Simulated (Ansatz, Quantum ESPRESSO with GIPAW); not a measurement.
# SiO2: working out the 17O quadrupolar coupling

A plane-wave PAW calculation (PBEsol, Ansatz) gives this electric field gradient, in 10²¹ V/m² and Cartesian axes, at one O site of SiO2 (atom 20; bridging Si-O-Si, 118°; site symmetry m2m):

```
      4.4377       -5.8590        0.0000
     -5.8590        4.4377        0.0000
      0.0000        0.0000       -8.8754
```

17O has spin 5/2, Q = -0.02558 barn and |γ|/2π = 5.7742 MHz/T. The cell is the P4_2/mcm form of a database entry, atoms relaxed, static and at 0 K. 

**Task.** Find C_Q, η_Q and ν_Q, and the shift and width of the central transition under fast MAS at 9.4 T and 18.8 T.

1. The tensor is symmetric and traceless. Its eigenvalues, ordered by size, are V_xx = -1.4213, V_yy = -8.8754 and V_zz = 10.2967.

2. η_Q = (V_xx − V_yy)/V_zz = 0.724.

3. C_Q = eQV_zz/h. One unit of 10²¹ V/m² with one barn gives 24.18 MHz, so C_Q = 24.18 × −0.02558 × 10.2967 = -6.369 MHz. A spectrum shows its size, not its sign.

4. ν_Q = 3C_Q/[2I(2I−1)] = 0.955 MHz in size, and P_Q = |C_Q|√(1 + η²/3) = 6.903 MHz.

5. The resonances lie at ν0 = 54.28 and 108.56 MHz, so ν_Q/ν0 is 0.018 at most and second order holds. The centre of gravity moves by δ_Q = −(3/40)(P_Q/ν0)² F × 10⁶ ppm, with F = [I(I+1) − 3/4]/[I²(2I−1)²] = 0.08: -97.0 ppm at 9.4 T and -24.3 ppm at 18.8 T.

6. Summing the second-order term over orientations gives a full width of 222 ppm (12 kHz) and 55.6 ppm (6.0 kHz). In ppm both fall as 1/B²: (9.4/18.8)² = 0.250. The spinning rate must pass the static width for this shape to show cleanly.

[Banner, clock, file and message-heading lines were taken out of the pw.x and gipaw.x logs.]

[Logs are printed without paths, hosts, clocks, repeated set-up lines and the standing remarks that a program may print on its own settings, such as how far it seeks lower states.]

[Hosts, paths, dates, database ids (printed as entryN), source tags and the programs' standing remarks are cut or masked in the printed files.]
